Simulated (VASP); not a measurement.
# Mg (I4/mmm) in VASP: notebook, part 2 of 2

VASP 6.6.1. The steps go on from the part before.

## (3) Band structure, LDA

run.py

```python
from ase.calculators.vasp import Vasp
from ase.dft.bandgap import bandgap
from ase.spacegroup import crystal

atoms = crystal(
    ['Mg'],
    basis=[[0.0, 0.0, 0.0]],
    spacegroup=139,
    setting=1,
    cellpar=[3.67198326, 3.67198326, 3.35880804, 90.0, 90.0, 90.0],
    primitive_cell=True,
)
calc = Vasp(
    directory='calc',
    xc='lda',
    pp='LDA',
    setups='recommended',
    prec='Accurate',
    encut=520,
    ediff=1e-06,
    ismear=-1,
    sigma=0.01,
    lreal=False,
    lasph=True,
    nelm=80,
    algo='Normal',
    isif=2,
    lwave=False,
    lcharg=True,
    kpts=[11, 11, 11],
    gamma=True,
)
atoms.calc = calc

print('energy (eV):', atoms.get_potential_energy())
print('free energy (eV):', atoms.get_potential_energy(force_consistent=True))
efermi = calc.get_fermi_level()
print('Fermi level (eV):', efermi)
path = atoms.cell.bandpath(npoints=40, eps=1e-4)
print('path:', path.path)
calc.set(kpts=path.kpts, reciprocal=True, icharg=11, isym=0, lcharg=False)
calc.calculate(atoms)
print('gap on the path (eV):', bandgap(calc, efermi=efermi)[0])
print('direct gap on the path (eV):', bandgap(calc, efermi=efermi, direct=True)[0])
```

Potentials or basis: VASP PAW LDA potentials, release 64 (Mg).

Run with:

```
$ python run.py
```

What it wrote:

```text
energy (eV): -1.77492619
free energy (eV): -1.77497587
Fermi level (eV): 2.59699346
path: GXMGZPNZ1M,XP
gap on the path (eV): 0.0
direct gap on the path (eV): 0.0
```

OUTCAR:

```text
ENCUT = 520.000000
   EDIFF = 1.00e-06
   PREC = Accurate
   ICHARG = 11
   ISIF = 2
   ISMEAR = -1
   ISYM = 0
   NELM = 80
   LASPH = .TRUE.
   LREAL = .FALSE.

 ion  position               nearest neighbor table
   1  0.000  0.000  0.000-

IMPORTANT INFORMATION: All symmetrisations will be switched off!
NOSYMM: (Re-)initialisation of all symmetry stuff for point group C_1.

----------------------------------------------------------------------------------------

                                     Primitive cell

  volume of cell :      22.6442

  direct lattice vectors                    reciprocal lattice vectors
    -1.835991630  1.835991630  1.679404020     0.000000000  0.272332396  0.297724665
     1.835991630 -1.835991630  1.679404020     0.272332396  0.000000000  0.297724665
     1.835991630  1.835991630 -1.679404020     0.272332396  0.272332396  0.000000000

  length of vectors
     3.092269133  3.092269133  3.092269133     0.403490905  0.403490905  0.385136168

  position of ions in fractional coordinates (direct lattice)
     0.000000000  0.000000000  0.000000000

  ion indices of the primitive-cell ions
   primitive index   ion index
[... 95 lines left out ...]
  ext. energy  EPLUGINS =         0.00000000
  ---------------------------------------------------
  free energy    TOTEN  =        -0.49114283 eV

  energy without entropy =       -0.48982176  energy(sigma->0) =       -0.49048229

 E-fermi :   3.0057     XC(G=0):  -8.7262

 val. band max:        3.0010604399   @ k =   0.3337   0.3337  -0.0337
 cond. band min:       3.0061965225   @ k =   0.1667   0.3333   0.1667
 fundamental gap:      0.0051360826
 Fermi energy:         3.0056605526

 k-point     1 :       0.0000    0.0000    0.0000
  band No.  band energies     occupation
      1      -4.4349      2.00000
      2      14.4475      0.00000
      3      16.2763      0.00000
      4      16.2775      0.00000
      5      16.7063      0.00000
[... 177 lines left out ...]
 k-point    24 :       0.3337    0.3337   -0.0337
  band No.  band energies     occupation
      1       2.8526      2.00000
      2       3.0011      1.22603
      3       4.0088      0.00000
      4      11.6032      0.00000
      5      15.4297      0.00000

 [... further k-points ...]
[... 5 lines left out ...]
  --------------------------------------------------------------------------------------
  -------------------------------------------------------------------------------------
  Total        2.8085262     -0.9609515     -0.3019357      3.6151286      0.2511087      2.9956550
  in kB      198.7158431    -67.9916317    -21.3633045    255.7865811     17.7670678    211.9560447
  external PRESSURE =      36.4536356 kB  Pullay stress =       0.0000000 kB

 VOLUME and BASIS-vectors are now :
 -----------------------------------------------------------------------------
  energy-cutoff  :      520.00
  volume of cell :       22.64
      direct lattice vectors                 reciprocal lattice vectors
    -1.835991630  1.835991630  1.679404020     0.000000000  0.272332396  0.297724665
     1.835991630 -1.835991630  1.679404020     0.272332396  0.000000000  0.297724665
     1.835991630  1.835991630 -1.679404020     0.272332396  0.272332396  0.000000000

 POSITION                                       TOTAL-FORCE (eV/Angst)
 -----------------------------------------------------------------------------------
      0.00000      0.00000      0.00000        -0.000000      0.000000      0.000000
 -----------------------------------------------------------------------------------
    total drift:                               -0.000000      0.000000      0.000000

  FREE ENERGIE OF THE ION-ELECTRON SYSTEM (eV)
  ---------------------------------------------------
  free  energy   TOTEN  =        -0.4911428257 eV

  energy  without entropy=       -0.4898217582  energy(sigma->0) =       -0.49048229
```

INCAR:

```text
ENCUT = 520.000000
SIGMA = 0.010000
EDIFF = 1.00e-06
ALGO = Normal
PREC = Accurate
ICHARG = 11
ISIF = 2
ISMEAR = -1
ISYM = 0
NELM = 80
LASPH = .TRUE.
LCHARG = .FALSE.
LWAVE = .FALSE.
LREAL = .FALSE.
```

It took 9.5 s on 1 thread of Intel Xeon Platinum 8488C (Sapphire Rapids), shared host; peak memory 0.12 GiB.

Results:

```yaml
Band_gap_along_the_path: none (metal or under the smearing width)
```

Levels at the corners of the path, in eV from the Fermi level:
| point | band 1 | band 2 | band 3 | band 4 | band 5 |
| --- | --- | --- | --- | --- | --- |
| Γ | -7.03 | 11.85 | 13.68 | 13.68 | 14.11 |
| X | -1.76 | -1.40 | 9.77 | 10.33 | 11.45 |
| M | 3.15 | 3.15 | 3.62 | 4.15 | 5.29 |
| Γ | -7.03 | 11.85 | 13.68 | 13.68 | 14.09 |
| Z | 3.22 | 3.22 | 3.29 | 3.71 | 5.43 |
| P | 1.06 | 1.29 | 1.29 | 2.94 | 19.36 |
| N | -1.36 | -0.74 | 8.16 | 8.82 | 9.69 |
| Z1 | 3.22 | 3.22 | 3.29 | 3.71 | 5.43 |
| M | 3.15 | 3.15 | 3.62 | 4.15 | 5.29 |
| X | -1.76 | -1.40 | 9.77 | 10.33 | 11.45 |
| P | 1.06 | 1.29 | 1.29 | 2.94 | 19.36 |

Caveat: the log is that of the step along the path at fixed density, whose energy, stress, charges and moments have no meaning.

## (4) The reference run

An earlier run on the cell as given: functional PBE; potentials or basis VASP PAW PBE potentials, release 64 (Mg); cutoff 520 eV; k mesh 11 × 11 × 11; occupations fermi-dirac, width 0.05 eV; no spin polarisation.

- Pressure: 0.4 GPa
- Band gap on the k mesh: none (metal or under the smearing width)
